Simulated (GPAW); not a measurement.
ZnS (Wurtzite-2H):

```
Zn S
1.0
     3.81100    0.00000    0.00000
    -1.90550    3.30042    0.00000
     0.00000    0.00000    6.23400
Zn S
2 2
Direct
  0.66667 0.33333 0.50000
  0.33333 0.66667 0.00000
  0.66667 0.33333 0.88500
  0.33333 0.66667 0.38500
```

```yaml
Program: GPAW 26.7.0
Task: relaxation of cell and atoms
Functional: PBEsol
Dispersion: D3(BJ)+ATM
Potentials_or_basis: PAW data sets generated in the run's folder for this functional
Cutoff: 600 eV
Basis: pw
k_mesh: 6 × 6 × 3
Occupations: fermi-dirac, width 0.05 eV
Spin: no spin polarisation
```

At the start: pressure -3.1 GPa; volume 19.60 Å³/atom.

Q: Where does the relaxation end?

A: Over 11 steps the energy falls by 13.5 meV/atom and the volume is 18.79 Å³/atom (-4.2 %); space group P6_3mc (No. 186, to 0.05 Å).

Step by step:
```
step  energy change (eV)  largest force (eV/Å)  pressure (GPa)  volume (Å³)
   1              0.0000                0.3110           -3.08        78.41
   2             -0.0114                0.2730           -2.84        78.09
   3             -0.0464                0.2014           -0.19        75.36
   4             -0.0508                0.0376           -0.84        75.93
   5             -0.0516                0.0387           -0.67        75.77
   6             -0.0535                0.0004            0.09        75.07
   7             -0.0535                0.0107            0.09        75.07
   8             -0.0536                0.0212            0.06        75.09
   9             -0.0538                0.0271            0.04        75.11
  10             -0.0539                0.0246            0.00        75.14
  11             -0.0540                0.0119           -0.01        75.15
```

Final structure:
```xyz
4
Lattice="3.7523 0.0000 0.0000 -1.8762 3.2496 0.0000 0.0000 0.0000 6.1627" Properties=species:S:1:pos:R:3 pbc="T T T"
Zn    1.8762    1.0832    3.1146
Zn    0.0000    2.1664    0.0332
S     1.8762    1.0832    5.4208
S     0.0000    2.1664    2.3394
```

Caveat: later steps reuse the first step's grids.
